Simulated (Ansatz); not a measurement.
Input, command and steps of an Ansatz relaxation.

```yaml
crystal:
  lattice:
    - [4.2982237376, -4.2982237376, -8.5964474752]
    - [-4.2982237376, -8.5964474752, -4.2982237376]
    - [-4.2982237376, 4.2982237376, -8.5964474752]
  atoms:
    - { symbol: Cu, position: [0.0635551761, 0.4991310448, 0.3134388691] }
    - { symbol: Cu, position: [0.9777662456, 0.1652300443, 0.5624769312] }
    - { symbol: Cu, position: [0.8124870863, 0.5000805949, 0.062558296] }
    - { symbol: Cu, position: [0.5613723722, 0.5010335958, 0.8117263911] }
    - { symbol: Cu, position: [0.725661311, 0.170532845, 0.3120582661] }
    - { symbol: Cu, position: [0.4796189708, 0.1669410111, 0.061240556] }
    - { symbol: Cu, position: [0.2284917489, 0.168175824, 0.8118963458] }
    - { symbol: Cu, position: [0.6471642424, 0.8348966633, 0.5626452548] }
    - { symbol: Cu, position: [0.3964207963, 0.831986813, 0.3132595901] }
    - { symbol: Cu, position: [0.1453238444, 0.8332238859, 0.0638625145] }
    - { symbol: Cu, position: [0.8992365323, 0.8296661191, 0.8131105968] }
    - { symbol: Cu, position: [0.6402802498, 0.3322211005, 0.5657080342] }
    - { symbol: Cu, position: [0.3958828103, 0.3315767646, 0.3080238364] }
    - { symbol: Cu, position: [0.3124769544, 3.13888e-05, 0.5625394996] }
    - { symbol: Cu, position: [0.1473260333, 0.3336641206, 0.0606620661] }
    - { symbol: Cu, position: [0.8944647911, 0.3334639964, 0.812204751] }
    - { symbol: Cu, position: [0.0609455753, 0.0006959323, 0.3120846951] }
    - { symbol: Cu, position: [0.8124637765, 0.0001072044, 0.0625500699] }
    - { symbol: Cu, position: [0.563975098, -0.0005319646, 0.8130768654] }
    - { symbol: Cu, position: [0.984705897, 0.6679009151, 0.5594500364] }
    - { symbol: Cu, position: [0.7304903421, 0.6667224816, 0.3129472167] }
    - { symbol: Cu, position: [0.4776242278, 0.6664926181, 0.0644749783] }
    - { symbol: Cu, position: [0.2290165783, 0.6686251381, 0.8171363087] }
    - { symbol: Cu, position: [0.3990999482, 0.3325778297, 0.8063527182] }
    - { symbol: Cu, position: [0.1425452206, 0.3298162756, 0.5621929855] }
    - { symbol: Cu, position: [0.0635022099, -0.0022519446, 0.8102141611] }
    - { symbol: Cu, position: [0.893257947, 0.3335577531, 0.3148533261] }
    - { symbol: Cu, position: [0.6445241179, 0.3348248225, 0.0612831454] }
    - { symbol: Cu, position: [0.8124600642, 9.07117e-05, 0.5625841408] }
    - { symbol: Cu, position: [0.5614175534, 0.0023957604, 0.3148823236] }
    - { symbol: Cu, position: [0.312460479, 7.1076e-05, 0.0625583024] }
    - { symbol: Cu, position: [0.7316880037, 0.6666188869, 0.8102832668] }
    - { symbol: Cu, position: [0.4823697752, 0.670371969, 0.5629392089] }
    - { symbol: Cu, position: [0.2259025446, 0.6675213524, 0.3187873918] }
    - { symbol: Cu, position: [0.9804179818, 0.6653589447, 0.0638829792] }
    - { symbol: Cu, position: [0.4792234099, 0.1712566176, 0.5657929017] }
    - { symbol: Cu, position: [0.229501247, 0.1648478564, 0.3120217639] }
    - { symbol: Cu, position: [0.1457491129, 0.8288000709, 0.5593484454] }
    - { symbol: Cu, position: [0.9795420411, 0.1669737531, 0.0625961348] }
    - { symbol: Cu, position: [0.7297943107, 0.1648193371, 0.8125125542] }
    - { symbol: Cu, position: [0.8951129128, 0.8353861863, 0.3126509598] }
    - { symbol: Cu, position: [0.6454088069, 0.8331952814, 0.0625035825] }
    - { symbol: Cu, position: [0.3954062283, 0.8353045399, 0.8130989805] }
    - { symbol: Cu, position: [0.8124950788, 0.5000725942, 0.5625836417] }
    - { symbol: Cu, position: [0.5656432594, 0.5015542855, 0.3084928883] }
    - { symbol: Cu, position: [0.3124698059, 0.5000922015, 0.0625720228] }
    - { symbol: Cu, position: [0.0593038504, 0.4986017292, 0.8166929647] }
    - { symbol: O, position: [0.4558507784, 0.3384053293, 0.6207417146], spin: 1.0 }
    - { symbol: O, position: [0.2090773087, 0.3308200602, 0.3750742125] }
    - { symbol: O, position: [0.1259126367, -0.0034607351, 0.6220662567] }
    - { symbol: O, position: [0.958999573, 0.3334910542, 0.1264511727] }
    - { symbol: O, position: [0.7072394057, 0.3333182923, 0.873912336] }
    - { symbol: O, position: [0.8716291886, 0.0039368553, 0.3744063267] }
    - { symbol: O, position: [0.6243109029, -5.10011e-05, 0.1264394564] }
    - { symbol: O, position: [0.3747958158, 0.0019351274, 0.8751040552] }
    - { symbol: O, position: [0.7960328401, 0.666859987, 0.6221586721] }
    - { symbol: O, position: [0.543490952, 0.666134666, 0.3758514993] }
    - { symbol: O, position: [0.289384269, 0.6666297683, 0.1295100779] }
    - { symbol: O, position: [0.0445995358, 0.6631818477, 0.8765186561] }
    - { symbol: O, position: [0.5802977119, 0.3370162035, 0.2486459057] }
    - { symbol: O, position: [0.3355516059, 0.3335611045, -0.0043703637] }
    - { symbol: O, position: [0.25013322, 0.9982075283, 0.250010623] }
    - { symbol: O, position: [0.0814718455, 0.3340422394, 0.7492763157] }
    - { symbol: O, position: [0.8289243949, 0.333315441, 0.5029849596] }
    - { symbol: O, position: [0.0006364099, 0.0002254286, -0.0013419072] }
    - { symbol: O, position: [0.7532850872, -0.0037465268, 0.750761379] }
    - { symbol: O, position: [0.4990172696, 0.0035580726, 0.5030274167] }
    - { symbol: O, position: [0.9177172883, 0.666867814, 0.2512508422] }
    - { symbol: O, position: [0.6659517704, 0.6666608504, -0.0013117629] }
    - { symbol: O, position: [0.4158552248, 0.6693136735, 0.7500542854] }
    - { symbol: O, position: [0.168547631, 0.6632989458, 0.5058787374], spin: 1.0 }
  host:
    lattice:
      - [4.2982237376, 0.0, 0.0]
      - [0.0, 4.2982237376, 0.0]
      - [0.0, 0.0, 4.2982237376]
    atoms:
      - { symbol: Cu, position: [0.25, 0.25, 0.75] }
      - { symbol: Cu, position: [0.75, 0.25, 0.25] }
      - { symbol: Cu, position: [0.25, 0.75, 0.25] }
      - { symbol: Cu, position: [0.75, 0.75, 0.75] }
      - { symbol: O, position: [0.5, 0.5, 0.5] }
      - { symbol: O, position: [0.0, 0.0, 0.0] }
total_charge: -1
basis:
  ecutwfc: 420
  xc_grid: 2
kpoints:
  mp_grid: { grid: [2, 2, 2], shift: [0.0, 0.0, 0.0] }
hamiltonian:
  xc: pbe
scf:
  occupations: { method: gaussian, width: 0.02 }
output:
  forces: true
  stress: false
  eigenvalues: true
  populations: true
  charged_corrections:
    defect_position: [0.3125, 0.5, 0.5625]
    epsilon: [[9.7515, 0.0, 0.0], [0.0, 9.7515, 0.0], [0.0, 0.0, 9.7515]]
  write_density: true
  write_potential: true
  elf: true
  volumetric_format: npy
magnetization:
  spin_polarized: true
relax:
  adjacent_minimum: "off"
  f_tol: 0.025
  max_steps: 45
```

```bash
ansatz run input.yaml --threads 8 --pin off --max-ram 20480MiB --backend cpu --events-out ev --progress --plain --runs-dir out
```

Method: Ansatz, DFT PBE, scalar-relativistic, plane waves, PAW.

The cell holds a point defect: Cu vacancy (site c), charge −1.

Of 4 frames 2 are shown, positions in Å and forces in eV/Å; the SCF threshold varies from step to step.

```xyz
71
Lattice="4.2982 -4.2982 -8.5964 -4.2982 -8.5964 -4.2982 -4.2982 4.2982 -8.5964" Properties=species:S:1:pos:R:3:forces:R:3 pbc="T T T" step=1 free_energy_over_end_meV_per_atom=0.40
Cu   -3.2194   -3.2167   -5.3862   -0.0002    0.0011   -0.0048
Cu    1.0748   -3.2054  -13.9508    0.0003    0.0023    0.0016
Cu    1.0739   -7.5223   -9.6717    0.0002    0.0001   -0.0001
Cu   -3.2296   -3.2310  -13.9573   -0.0020   -0.0043    0.0003
Cu    1.0448   -3.2437   -9.6537    0.0121   -0.0010    0.0013
Cu    1.0807   -3.2334   -5.3670    0.0032   -0.0009   -0.0001
Cu   -3.2305    1.0619   -9.6665    0.0013   -0.0047    0.0012
Cu   -3.2253   -7.5404  -13.9886    0.0005   -0.0023   -0.0026
Cu   -3.2186   -7.5096   -9.6768    0.0008    0.0034   -0.0011
Cu   -3.2312   -7.5129   -5.3796   -0.0040    0.0006    0.0008
Cu   -3.1959   -7.5024  -18.2862   -0.0149    0.0049   -0.0036
Cu   -1.1074   -3.1764  -11.7952    0.2388   -0.1878   -0.2223
Cu   -1.0476   -3.2280   -7.4763    0.0030    0.0002    0.0065
Cu   -1.0750    1.0746   -7.5222   -0.0018    0.0007    0.0006
Cu   -1.0617   -3.2408   -3.2221    0.0013   -0.0003    0.0002
Cu   -1.0797   -3.2202  -16.1046    0.0000   -0.0034    0.0037
Cu   -1.0824    1.0735   -3.2097   -0.0058    0.0057    0.0032
Cu    3.2228   -3.2242   -7.5225    0.0005   -0.0001    0.0000
Cu   -1.0684    1.0753  -11.8355    0.0067   -0.0074   -0.0023
Cu   -1.0429   -7.5694  -16.1450   -0.2342    0.1695    0.1958
Cu   -1.0710   -7.5261  -11.8356    0.0000    0.0038   -0.0030
Cu   -1.0889   -7.5053   -7.5249   -0.0009   -0.0001   -0.0010
Cu   -5.4018   -3.2199  -11.8671   -0.0050    0.0002   -0.0085
Cu   -3.1800   -1.1085  -11.7921    0.1088   -0.0860    0.0746
Cu   -3.2214   -1.0315   -7.4759    0.0026    0.0064    0.0072
Cu   -3.1999    3.2289   -7.5012    0.0009   -0.0018    0.0030
Cu    1.0524   -5.3535  -11.8192    0.0001    0.0043   -0.0032
Cu    1.0677   -5.3852   -7.5066   -0.0002   -0.0018    0.0029
Cu    1.0736   -1.0748  -11.8209   -0.0032   -0.0006    0.0017
Cu    1.0494   -1.0803   -7.5434   -0.0001    0.0014   -0.0029
Cu    1.0738   -1.0747   -3.2241    0.0002   -0.0003    0.0001
Cu   -3.2031   -5.3927  -16.1208   -0.0001   -0.0033    0.0017
Cu   -3.2277   -5.4165  -11.8674   -0.0019   -0.0070   -0.0097
Cu   -3.2684   -5.3391   -7.5516   -0.1988    0.1634   -0.1704
Cu    1.0796   -9.6592  -11.8371    0.0019    0.0002   -0.0009
Cu   -1.1082   -1.1001   -9.7195    0.1176    0.0866    0.0671
Cu   -1.0632   -1.0624   -5.3637    0.0008    0.0037   -0.0036
Cu   -5.3401   -5.3470   -9.6237   -0.2897   -0.2578   -0.2241
Cu    3.2235   -5.3766   -9.6764   -0.0002    0.0020    0.0004
Cu   -1.0640   -1.0613  -13.9668    0.0074    0.0043    0.0042
Cu   -1.0871   -9.6849  -13.9732   -0.0050   -0.0030   -0.0065
Cu   -1.0758   -9.6680   -9.6668    0.0002   -0.0020   -0.0006
Cu   -5.3857   -5.3853  -13.9792    0.0009   -0.0022    0.0046
Cu   -1.0752   -5.3730  -13.9702   -0.0011    0.0001    0.0007
Cu   -1.0505   -5.4169   -9.6703    0.0022   -0.0081    0.0019
Cu   -1.0754   -5.3731   -5.3735    0.0004   -0.0005    0.0007
Cu   -5.3985   -1.0308   -9.6736   -0.0045    0.0068   -0.0009
O    -2.1633   -2.2003  -10.7094   -0.4752    0.1775    0.0927
O    -2.1354   -2.1304   -6.4436    0.0039   -0.0100    0.0013
O    -2.1177    2.1623   -6.4151    0.0096   -0.0155   -0.0185
O     2.1451   -6.4453  -10.7644    0.0004   -0.0044    0.0011
O    -2.1491   -2.1490  -15.0250   -0.0043    0.0083   -0.0142
O     2.1203   -2.1710  -10.7284    0.0119   -0.0145    0.0152
O     2.1402   -2.1395   -6.4536   -0.0010    0.0025    0.0022
O    -2.1588    2.1338  -10.7530   -0.0061    0.0128   -0.0090
O    -2.1190   -6.4800  -15.0577    0.0140    0.0187    0.0145
O    -2.1426   -6.4469  -10.7663    0.0088   -0.0039    0.0118
O    -2.1781   -6.4178   -6.4663    0.0163    0.0094   -0.0059
O    -6.4263   -2.1252  -10.7688   -0.0013    0.0084   -0.0059
O    -0.0231   -4.3227   -8.5745   -0.0003   -0.0060    0.0052
O     0.0273   -4.3285   -4.2807   -0.0151   -0.0004    0.0072
O    -4.2900   -8.5816   -8.5900    0.0059   -0.0127    0.0090
O    -4.3062   -0.0012   -8.5773   -0.0077    0.0041   -0.0108
O    -0.0317   -4.2663  -12.8824   -0.0035   -0.0180   -0.0078
O     0.0075   -0.0104    0.0051   -0.0006   -0.0020   -0.0031
O     0.0270    0.0214  -12.9134   -0.0130    0.0141   -0.0125
O    -0.0325   -0.0134   -8.6293   -0.0098    0.0077    0.0162
O    -0.0017   -8.5973  -12.9153    0.0038   -0.0080    0.0136
O     0.0026   -8.5990   -8.5790   -0.0010    0.0046   -0.0008
O    -4.3133   -4.3173  -12.8995   -0.0047    0.0086   -0.0045
O    -4.3009   -4.2521   -8.6487    0.7302   -0.0661    0.1893
71
Lattice="4.2982 -4.2982 -8.5964 -4.2982 -8.5964 -4.2982 -4.2982 4.2982 -8.5964" Properties=species:S:1:pos:R:3:forces:R:3 pbc="T T T" step=4 free_energy_over_end_meV_per_atom=0.00
Cu   -3.2203   -3.2154   -5.3873   -0.0005    0.0017    0.0013
Cu    1.0745   -3.2031  -13.9489   -0.0002   -0.0007   -0.0001
Cu    1.0734   -7.5225   -9.6715    0.0002    0.0004   -0.0004
Cu   -3.2293   -3.2329  -13.9576    0.0015   -0.0005    0.0002
Cu    1.0473   -3.2464   -9.6514   -0.0033    0.0007   -0.0013
Cu    1.0817   -3.2350   -5.3665   -0.0013    0.0001   -0.0012
Cu   -3.2303    1.0611   -9.6670    0.0007    0.0007    0.0009
Cu   -3.2251   -7.5430  -13.9916    0.0001    0.0006    0.0004
Cu   -3.2188   -7.5096   -9.6767   -0.0009   -0.0005   -0.0011
Cu   -3.2324   -7.5104   -5.3809    0.0009   -0.0004    0.0013
Cu   -3.1995   -7.4994  -18.2889    0.0043   -0.0020    0.0019
Cu   -1.1113   -3.1775  -11.7912    0.0056   -0.0015   -0.0038
Cu   -1.0437   -3.2279   -7.4732    0.0031    0.0021    0.0009
Cu   -1.0755    1.0740   -7.5233    0.0001    0.0000    0.0001
Cu   -1.0601   -3.2418   -3.2214    0.0003    0.0000    0.0008
Cu   -1.0793   -3.2218  -16.1031   -0.0013    0.0002    0.0019
Cu   -1.0835    1.0742   -3.2104    0.0001   -0.0001   -0.0023
Cu    3.2228   -3.2240   -7.5228   -0.0001    0.0002   -0.0001
Cu   -1.0676    1.0740  -11.8347   -0.0004    0.0002    0.0021
Cu   -1.0392   -7.5687  -16.1481   -0.0062    0.0003    0.0011
Cu   -1.0716   -7.5246  -11.8372    0.0013   -0.0003   -0.0021
Cu   -1.0911   -7.5040   -7.5255   -0.0001   -0.0001   -0.0008
Cu   -5.4062   -3.2202  -11.8709   -0.0021   -0.0019   -0.0002
Cu   -3.1793   -1.1121  -11.7882   -0.0011    0.0019   -0.0037
Cu   -3.2208   -1.0290   -7.4745   -0.0005    0.0010    0.0007
Cu   -3.1995    3.2293   -7.5006    0.0000    0.0008   -0.0004
Cu    1.0530   -5.3517  -11.8194    0.0003   -0.0005    0.0014
Cu    1.0687   -5.3865   -7.5044   -0.0002   -0.0008    0.0006
Cu    1.0729   -1.0752  -11.8206    0.0011    0.0001   -0.0005
Cu    1.0485   -1.0807   -7.5455   -0.0001   -0.0009    0.0003
Cu    1.0737   -1.0749   -3.2243    0.0000    0.0000    0.0000
Cu   -3.2037   -5.3944  -16.1205   -0.0005    0.0005   -0.0010
Cu   -3.2283   -5.4194  -11.8696    0.0007   -0.0006   -0.0001
Cu   -3.2704   -5.3350   -7.5553    0.0039   -0.0071    0.0060
Cu    1.0785   -9.6578  -11.8394    0.0003    0.0005   -0.0005
Cu   -1.1125   -1.1039   -9.7197    0.0033   -0.0006   -0.0001
Cu   -1.0629   -1.0607   -5.3647    0.0009    0.0020    0.0003
Cu   -5.3372   -5.3447   -9.6252   -0.0070   -0.0030   -0.0013
Cu    3.2234   -5.3759   -9.6769   -0.0006   -0.0006   -0.0008
Cu   -1.0621   -1.0623  -13.9658   -0.0008   -0.0022    0.0007
Cu   -1.0887   -9.6837  -13.9750    0.0003    0.0021   -0.0001
Cu   -1.0762   -9.6685   -9.6666    0.0002    0.0002    0.0004
Cu   -5.3860   -5.3871  -13.9788   -0.0010   -0.0022   -0.0005
Cu   -1.0754   -5.3727  -13.9697    0.0003   -0.0002   -0.0002
Cu   -1.0472   -5.4201   -9.6691    0.0030   -0.0003   -0.0020
Cu   -1.0754   -5.3729   -5.3735    0.0001    0.0005    0.0000
Cu   -5.4027   -1.0282   -9.6743   -0.0023    0.0004    0.0017
O    -2.2036   -2.2051  -10.6920   -0.0139   -0.0015    0.0107
O    -2.1342   -2.1298   -6.4434   -0.0021   -0.0021   -0.0021
O    -2.1170    2.1627   -6.4144    0.0029   -0.0005   -0.0054
O     2.1451   -6.4456  -10.7649    0.0004   -0.0020   -0.0011
O    -2.1477   -2.1498  -15.0240   -0.0025    0.0007   -0.0006
O     2.1194   -2.1723  -10.7277    0.0006   -0.0031    0.0036
O     2.1391   -2.1394   -6.4538    0.0027    0.0010   -0.0003
O    -2.1590    2.1338  -10.7541   -0.0019   -0.0003   -0.0005
O    -2.1174   -6.4814  -15.0585    0.0029    0.0048   -0.0008
O    -2.1418   -6.4474  -10.7657   -0.0025    0.0026    0.0015
O    -2.1802   -6.4147   -6.4681    0.0004    0.0024   -0.0004
O    -6.4284   -2.1237  -10.7713    0.0022    0.0023   -0.0026
O    -0.0214   -4.3246   -8.5724   -0.0020   -0.0016    0.0014
O     0.0293   -4.3305   -4.2791   -0.0014   -0.0025    0.0003
O    -4.2899   -8.5818   -8.5891    0.0018    0.0000    0.0001
O    -4.3076   -0.0011   -8.5782    0.0018   -0.0018   -0.0019
O    -0.0328   -4.2642  -12.8811   -0.0031   -0.0056    0.0013
O     0.0082   -0.0100    0.0044   -0.0026   -0.0009    0.0000
O     0.0276    0.0224  -12.9142   -0.0019    0.0036   -0.0032
O    -0.0340   -0.0146   -8.6322   -0.0038   -0.0005    0.0041
O    -0.0031   -8.5964  -12.9165    0.0021   -0.0007   -0.0002
O     0.0017   -8.5991   -8.5780   -0.0002    0.0023    0.0006
O    -4.3147   -4.3179  -12.9004    0.0012    0.0018    0.0021
O    -4.2472   -4.2441   -8.6522    0.0168    0.0117   -0.0072
```

The run took 8.5 min on 8 threads of Intel(R) Xeon(R) 6975P-C (Granite Rapids) (shared host), peak memory 14 GiB.